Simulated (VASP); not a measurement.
# Settings for Mg: transport in the constant relaxation-time approximation

Mg, P6_3/mmc (no. 194), 2 atoms in the cell. PBEsol, Boltzmann transport, constant relaxation time; PAW potentials Mg (PBE set). VASP 6.6.1.

Wanted: conductivity at 300 K within 3 %; Seebeck coefficient at 300 K within 1.5 uV/K.

POSCAR:
```
Mg
1.0
    3.2093000000      0.0000000000      0.0000000000
   -1.6046500000      2.7793353284      0.0000000000
    0.0000000000      0.0000000000      5.2103000000
Mg
2
Direct
    0.6666666667      0.3333333333      0.7500000000
    0.3333333333      0.6666666667      0.2500000000
```

The series start from Dense mesh (KPOINTS_ELPH): 23x23x13; TRANSPORT_NEDOS: 501; Mesh of the SCF: 13x13x7; Cutoff ENCUT (eV): 320; ELPH_NBANDS: 11 over half the electrons; ELPH_ISMEAR: -24; PREC: Accurate; KPAR: 4. Each series keeps the choices made before it, and each single choice may use up half of a tolerance.

## Dense mesh (KPOINTS_ELPH)

| Dense mesh (KPOINTS_ELPH) | Conductivity at 300 K (S/m) | Seebeck coefficient at 300 K (uV/K) | SCF iterations | Time (s) |
|---|---|---|---|---|
| 10x10x5 | 9.03e6 | -5.3 | 11 | 3.9 |
| 13x13x7 | 1.13e7 | -14.9 | 11 | 5.0 |
| 18x18x10 | 8.62e6 | -0.8 | 11 | 7.8 |
| 23x23x13 | 1.11e7 | -6.4 | 11 | 10 |
| 31x31x17 | 1.06e7 | -0.1 | 11 | 24 |
| 42x42x22 | 1.11e7 | -1.0 | 11 | 52 |
| 54x54x29 | 1.12e7 | -1.8 | 11 | 105 |
| 69x69x37 (reference) | 1.14e7 | -1.5 | 11 | 194 |

## TRANSPORT_NEDOS

| TRANSPORT_NEDOS | Conductivity at 300 K (S/m) | Seebeck coefficient at 300 K (uV/K) | SCF iterations | Time (s) |
|---|---|---|---|---|
| 51 | 1.14e7 | -1.5 | 11 | 169 |
| 101 | 1.14e7 | -1.5 | 11 | 166 |
| 201 | 1.14e7 | -1.5 | 11 | 168 |
| 501 | 1.14e7 | -1.5 | 11 | 194 |
| 1001 | 1.14e7 | -1.5 | 11 | 177 |
| 2001 | 1.14e7 | -1.5 | 11 | 195 |
| 5001 (reference) | 1.14e7 | -1.5 | 11 | 257 |

## Mesh of the SCF

| Mesh of the SCF | Conductivity at 300 K (S/m) | Seebeck coefficient at 300 K (uV/K) | SCF iterations | Time (s) |
|---|---|---|---|---|
| 5x5x3 | 1.15e7 | -1.5 | 11 | 183 |
| 7x7x4 | 1.14e7 | -1.4 | 11 | 182 |
| 10x10x5 | 1.14e7 | -1.5 | 11 | 169 |
| 13x13x7 | 1.14e7 | -1.5 | 11 | 169 |
| 18x18x10 (reference) | 1.14e7 | -1.5 | 11 | 164 |

## Cutoff ENCUT (eV)

| Cutoff ENCUT (eV) | Conductivity at 300 K (S/m) | Seebeck coefficient at 300 K (uV/K) | SCF iterations | Time (s) |
|---|---|---|---|---|
| 300 | 1.15e7 | -1.5 | 11 | 145 |
| 320 (reference) | 1.15e7 | -1.5 | 11 | 183 |

## ELPH_NBANDS

| ELPH_NBANDS | Conductivity at 300 K (S/m) | Seebeck coefficient at 300 K (uV/K) | SCF iterations | Time (s) |
|---|---|---|---|---|
| 5 over half the electrons | 1.15e7 | -1.5 | 11 | 82 |
| 7 over half the electrons | 1.15e7 | -1.5 | 11 | 118 |
| 11 over half the electrons | 1.15e7 | -1.5 | 11 | 145 |
| 19 over half the electrons (reference) | 1.15e7 | -1.5 | 11 | 244 |

## ELPH_ISMEAR

| ELPH_ISMEAR | Conductivity at 300 K (S/m) | Seebeck coefficient at 300 K (uV/K) | SCF iterations | Time (s) |
|---|---|---|---|---|
| -24 | 1.15e7 | -1.5 | 11 | 82 |
| -14 | 1.15e7 | -1.5 | 11 | 115 |
| -15 | 1.15e7 | -1.5 | 11 | 115 |
| -1 | 1.15e7 | -1.5 | 11 | 79 |
| 0 | 1.15e7 | -1.5 | 11 | 96 |

## PREC

| PREC | Conductivity at 300 K (S/m) | Seebeck coefficient at 300 K (uV/K) | SCF iterations | Time (s) |
|---|---|---|---|---|
| Accurate | 1.15e7 | -1.5 | 11 | 82 |
| Normal | 1.15e7 | -1.5 | 11 | 59 |

## KPAR

| KPAR | Conductivity at 300 K (S/m) | Seebeck coefficient at 300 K (uV/K) | SCF iterations | Time (s) |
|---|---|---|---|---|
| 4 | 1.15e7 | -1.5 | 11 | 82 |
| 2 | 1.15e7 | -1.5 | 11 | 94 |
| 1 | 1.15e7 | -1.5 | 12 | 91 |

## Question

The rows run from the loosest to the tightest (no order: ELPH_ISMEAR, PREC, KPAR). For each series: choose the loosest value from which every tighter one stays within half of the tolerance; where there is no order, keep the first row unless others stay within half of the tolerance and take at least 30 % less time, and then take the fastest.

## Answer

- Dense mesh (KPOINTS_ELPH): 69x69x37, the tightest run, since the next looser one is off by more than half of the tolerance (convergence isn't shown beyond it)
- TRANSPORT_NEDOS: 51
- Mesh of the SCF: 5x5x3
- Cutoff ENCUT (eV): 300
- ELPH_NBANDS: 5 over half the electrons
- ELPH_ISMEAR: -24
- PREC: Accurate
- KPAR: 4

## All choices together

| Input | Conductivity at 300 K (S/m) | Seebeck coefficient at 300 K (uV/K) | Time (s) |
|---|---|---|---|
| defaults, no KPOINTS_ELPH (naive) | 3.1e6 | 26.1 | 1.7 |
| chosen settings | 1.15e7 | -1.5 | 82 |
| reference settings throughout | 1.14e7 | -1.5 | 430 |

The chosen settings stay within the tolerance of the reference run, but the reference itself isn't shown to be converged in: Dense mesh (KPOINTS_ELPH).

## The input

INCAR:
```
ALGO = Normal ; EDIFF = 1E-8
ELPH_FERMI_NEDOS = 51 ; ELPH_ISMEAR = -24
ELPH_MODE = TRANSPORT ; ELPH_NBANDS = 7
ELPH_SCATTERING_APPROX = CRTA ; ELPH_SELFEN_CARRIER_DEN = 0.0
ELPH_SELFEN_TEMPS = 200 300 400 600 800 ; ENCUT = 300
GGA = PS ; ISMEAR = 1
KPAR = 4 ; LASPH = True
LCHARG = False ; LREAL = False
LWAVE = False ; NELM = 100
PREC = Accurate ; SIGMA = 0.1
TRANSPORT_NEDOS = 51 ; TRANSPORT_RELAXATION_TIME = 1E-14
```

KPOINTS:
```
Automatic mesh
0
Gamma
  5 5 3
  0 0 0
```

KPOINTS_ELPH:
```
Automatic mesh
0
Gamma
  69 69 37
  0 0 0
```

Commands:
```
cat potpaw_PBE.64/Mg/POTCAR > POTCAR
mpirun -np 4 vasp_std > vasp.out
```

Limits: Conductivity and heat conductivity scale with the typed relaxation time, here the same at all temperatures, so the change of scattering with temperature is missing.

The chosen input took VASP 6.6.1 82 s on 4 cores (Intel Xeon 6975P-C (Granite Rapids)), a shared host.

## An input that fails: misspelt approximation

VASP's message: ELPH_SCATTERING_APPROX was not specified or recognized. Must be one or a combination of CRTA, SERTA, ERTA_TAU, ERTA_LAMBDA, MRTA_TAU or MRTA_LAMBDA.

Changes against the starting input:
```
- ELPH_SCATTERING_APPROX = CRTA
+ ELPH_SCATTERING_APPROX = CRT
```
